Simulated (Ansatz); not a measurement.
# Run record: elastic constants by finite strains of TiO2 (I4_1/amd)

Method: PBEsol, PAW on Ansatz 0.2.0's default frozen-core files (fitted under PBE), scalar-relativistic.

The cell comes from a PAW relaxation under the same functional.

Command:

```sh
ansatz run input.yaml --threads 2 --pin off --max-ram 6144MiB --backend cpu --events-out ev --progress --plain --runs-dir out
```

Input:

```yaml
crystal:
  lattice:
    - [-1.88488849556, 1.88488849556, 4.77588177245]
    - [1.88488849556, -1.88488849556, 4.77588177245]
    - [1.88488849556, 1.88488849556, -4.77588177245]
  atoms:
    - { symbol: Ti, position: [0.0, 0.0, 0.0] }
    - { symbol: Ti, position: [0.75, 0.25, 0.5] }
    - { symbol: O, position: [0.207527202662, 0.207527202662, 0.0] }
    - { symbol: O, position: [0.957527202662, 0.457527202662, 0.5] }
    - { symbol: O, position: [0.542472797338, 0.042472797338, 0.5] }
    - { symbol: O, position: [0.792472797338, 0.792472797338, 0.0] }
kpoints:
  mp_grid: { grid: [8, 8, 8] }
scf:
  occupations: { method: fixed }
hamiltonian:
  xc: pbesol
  pseudopotentials: { kind: paw }
elastic:
  mode: relaxed_ion
  stencil: two_point
  amplitude: 0.005
```

Output (shortened where marked):

```
Warning: RAYON_NUM_THREADS=2 ignored (pool sized by the plan → 2); use --threads N
Engine: ansatz 0.2.0, aarch64-unknown-linux-gnu
Pseudopotentials: kind: paw
Pseudopotential: Ti, paw, valence charge 12, recommended cutoff 420 eV (normal), Ti.paw.azcp
Pseudopotential: O, paw, valence charge 6, recommended cutoff 420 eV (normal), O.paw.azcp
Functional definition: PBEsol
  exchange = pbesol_x
  correlation = pbesol_c
Crystal: 6 atoms, lattice volume = 67.871 Å³
Basis set: ecut = 420 eV, 1315 PW (Γ), exchange–correlation on 80×80×80 points (8 copies of the dense FFT grid, shifted against one another)
Bands: 30, of which v1, the nominal top of the filled ones, is band 24 counted from 1 (23 counted from 0)
Symmetry: 16 space group operations
Space group: I41/amd (ITA 141), of the structure as read, at distance tolerance 4.1e-5 Å
k-points: 59 of 512
Non-local potential: Ti, projectors of the file, l = 0: 3, l = 1: 2, l = 2: 3, l = 3: 1
Non-local potential: O, projectors of the file, l = 0: 2, l = 1: 2, l = 2: 1
PAW form: soft (Blöchl's): semilocal exchange-correlation on the pseudo side does not see the compensation charge
PAW frozen core: Ti, regenerated for the run's functional, and the local potential with it (the file was generated under x = pbe(κ = 0.804, μ = 0.2195149727645171), c = pbe(β = 0.06672455060314922))
PAW frozen core: O, regenerated for the run's functional, and the local potential with it (the file was generated under x = pbe(κ = 0.804, μ = 0.2195149727645171), c = pbe(β = 0.06672455060314922))
PAW one-centre angular grid: Ti, 590 points (default); XC on 64 Gauss nodes
PAW one-centre angular grid: O, 110 points (default); XC on 64 Gauss nodes
Initial density: superposition of atomic densities (neutral atoms: chi_scale 0, normalization atom), corrected by the library's trained network
Initial wavefunctions: pseudopotential atomic-orbital guess
Functional: x = pbesol(κ = 0.804, μ = 0.12345679012345678), c = pbesol(β = 0.046)
[... 173 lines left out ...]
  C = ∂σ_k/∂η_j (tension-positive GPa; Voigt order 11 22 33 23 13 12):
       355.901    155.926    149.581     -0.000      0.000      0.000
       155.926    355.901    149.581      0.000      0.000      0.000
       149.603    149.603    194.069      0.000      0.000      0.000
         0.000      0.000     -0.000     46.766      0.000      0.000
         0.000      0.000      0.000      0.000     46.766      0.000
         0.000      0.000      0.000      0.000      0.000     60.525
  reference stress σ⁰ (GPa):      0.003      0.003     -0.006      0.000     -0.000     -0.000
  C* (energy form; C + prestress term) asymmetry max|C*_kj − C*_jk| = 1.195e-2 GPa — a small one proves nothing (zero by symmetry where the batch's group is 432, −43m or m−3m); a large one is finite-difference/SCF noise where ...
  moduli (Voigt/Reuss/Hill, GPa): K = 201.79/180.95/191.37   G = 60.86/54.66/57.76   E = 157.44   ν = 0.363
  mechanically stable: yes (min eigenvalue of sym C = 46.77 GPa)
  the stresses are not corrected for the forces that the relaxations left standing (`elastic.f_tol`)
  strain η (Voigt 11):  stress-route row diagonal C_11 = 355.90 GPa, energy-path curvature d²(F+E_count+ΔE)/dδ²/Ω₀ = 356.11 GPa
         δ    σ_11 (GPa)             F (eV)   n_scf  n_hpsi   n_pw
    -5.000e-3      -1.8163       -7199.7312509      10   52624   1340   relax 5 steps, max|allowed force component| 4.39e-7 eV/Å
     5.000e-3       1.7428       -7199.7314185      10   52666   1352   relax 4 steps, max|allowed force component| 5.29e-7 eV/Å
  strain η (Voigt 33):  stress-route row diagonal C_33 = 194.07 GPa, energy-path curvature d²(F+E_count+ΔE)/dδ²/Ω₀ = 194.45 GPa
         δ    σ_33 (GPa)             F (eV)   n_scf  n_hpsi   n_pw
    -5.000e-3      -0.9814       -7199.7321864      10   32520   1336   relax 4 steps, max|allowed force component| 2.75e-5 eV/Å
     5.000e-3       0.9593       -7199.7324525      10   32575   1350   relax 3 steps, max|allowed force component| 4.81e-5 eV/Å
  strain η (Voigt 23):  stress-route row diagonal C_44 = 46.77 GPa, energy-path curvature d²(F+E_count+ΔE)/dδ²/Ω₀ = 46.97 GPa
         δ    σ_23 (GPa)             F (eV)   n_scf  n_hpsi   n_pw
    -5.000e-3      -0.2338       -7199.7330416      10   83607   1344   relax 7 steps, max|allowed force component| 3.66e-6 eV/Å
     5.000e-3       0.2338       -7199.7330416      10   83659   1344   relax 6 steps, max|allowed force component| 3.28e-5 eV/Å
  strain η (Voigt 12):  stress-route row diagonal C_66 = 60.52 GPa, energy-path curvature d²(F+E_count+ΔE)/dδ²/Ω₀ = 60.69 GPa
         δ    σ_12 (GPa)             F (eV)   n_scf  n_hpsi   n_pw
    -5.000e-3      -0.3026       -7199.7329058      10   52557   1344   relax 3 steps, max|allowed force component| 6.78e-9 eV/Å
     5.000e-3       0.3026       -7199.7329058      10   52658   1344   relax 3 steps, max|allowed force component| 7.22e-9 eV/Å
```

The run converged.

**Strained cells**

Elastic constants of a crystal by Kohn-Sham DFT: slopes of the stress over finite engineering strains of the given cell, Voigt indices, Cartesian axes as in the input; stress of each strained cell less that at rest, tension positive.

```csv
strain component,strain,stress xx (GPa),stress yy (GPa),stress zz (GPa),stress yz (GPa),stress xz (GPa),stress xy (GPa),relaxation steps
xx,-0.005,-1.82,-0.791,-0.7678,0,0,0,5
xx,0.005,1.739,0.7682,0.7283,0,0,0,4
zz,-0.005,-0.7533,-0.7533,-0.9749,0,0,0,4
zz,0.005,0.7425,0.7425,0.9658,0,0,0,3
yz,-0.005,0.0063,-0.0012,0.0004,-0.2338,0,0,7
yz,0.005,0.0061,-0.001,0.0004,0.2338,0,0,6
xy,-0.005,0.0001,0.0001,-0.0009,0,0,-0.3026,3
xy,0.005,0.0001,0.0001,-0.0009,0,0,0.3026,3
```

### Elastic moduli

Hill averages of a grain aggregate, Debye temperature from the mean sound speed over directions.

```
Bulk modulus                     : 191.4 GPa
Shear modulus                    : 57.76 GPa
Young modulus                    : 157.4 GPa
Poisson ratio                    : 0.3629
Bulk over shear modulus          : 3.313
Elastic anisotropy index         : 0.6825
Least young modulus              : 106.6 GPa
Largest young modulus            : 233.7 GPa
Longitudinal sound speed         : 8287 m/s
Transverse sound speed           : 3845 m/s
Elastic debye temperature        : 564.3 K
Linear compressibility (x, y, z) : 0.815, 0.815, 3.896 1/TPa
```

### Elastic constants

- Pressure at rest: 0 GPa
- Least elastic eigenvalue: 46.77 GPa
- Elastically stable: yes

```csv
index,elastic (GPa)
11,355.9
12,155.9
13,149.6
33,194.1
44,46.77
66,60.52
```

Keep in mind: frozen-core PAW files fitted under PBE, their cores solved anew for the functional of the run.

Cost: 5 min on 2 threads of Arm Neoverse V1, with other jobs on the host, peak memory 0.57 GiB.
